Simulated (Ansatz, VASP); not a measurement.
One calculation of MgS, two programs

Contents of INCAR:

```
  PREC = Accurate
  ENCUT = 520
  EDIFF = 1E-7
  ISMEAR = -1
  SIGMA = 0.03
  LREAL = F
  LASPH = T
  NELM = 100
  ALGO = Normal
  ISIF = 2
  LWAVE = F
  LCHARG = T
  GGA = PS
  LELF = T
  LVHAR = T
  NBANDS = 11
```

The input KPOINTS:

```
regular mesh
0
Gamma
  10 10 10
```

Contents of POSCAR:

```
MgS
1.0
    0.0000000000      2.6016500000      2.6536830000
    2.6016500000      0.0000000000      2.6536830000
    2.6016500000      2.6016500000      0.0000000000
Mg S
1 1
Direct
    0.0000000000      0.0000000000      0.0000000000
    0.5000000000      0.5000000000      0.5000000000
```

Input for Ansatz:

```yaml
crystal:
  lattice:
    - [0.0, 2.60165, 2.653683]
    - [2.60165, 0.0, 2.653683]
    - [2.60165, 2.60165, 0.0]
  atoms:
    - { symbol: Mg, position: [0.0, 0.0, 0.0] }
    - { symbol: S, position: [0.5, 0.5, 0.5] }
kpoints:
  mp_grid: { grid: [10, 10, 10] }
  band_path:
    path:
      - [0.0, 0.0, 0.0]
      - [0.0, 0.5, 0.5]
      - [0.25, 0.75, 0.5]
      - [0.0, 0.5, 0.0]
      - [0.0, 0.0, 0.0]
      - [0.5, 0.5, 0.0]
      - [0.3701460977, 0.6298539023, 0.0]
      - [-0.3701460977, 0.3701460977, 0.0]
      - [0.0, 0.0, 0.0]
    npoints: 5
scf:
  occupations: { method: fermi_dirac, width: 0.03 }
hamiltonian:
  xc: pbesol
  pseudopotentials: { kind: all_electron, lapw: { basis_error: 0.00025 } }
output:
  forces: true
  stress: true
  eigenvalues: true
```

Change from the starting cell: zz strain of +2 %.

Alike in both runs: task single point; functional PBEsol; k mesh 10 × 10 × 10; occupations fermi-dirac, width 0.03 eV; no spin polarisation.

```csv
,VASP,Ansatz
version,VASP 6.6.1,Ansatz 0.2.0
potentials or method,"VASP PAW PBE potentials, release 64 (Mg, S)","all-electron LAPW, scalar-relativistic"
plane-wave cutoff (eV),520,see its input
```

Ansatz gave:

| Item | Value |
| --- | --- |
| gap on the k mesh at the Fermi level (eV) | 2.58 |
| pressure (GPa) | -2.3 |
| largest component of the traceless stress (GPa) | 1.19 |

Question: Estimate VASP's values.

Answer: gap on the k mesh at the Fermi level (eV): 2.58; pressure (GPa): -2.5; largest component of the traceless stress (GPa): 1.19.

Ansatz ran all-electron here, so the differences hold the error of VASP's frozen core and of both bases.

Caveats: the PAW data sets were made with another functional, which shifts forces and pressure a little (VASP). A k mesh can miss the band edges.
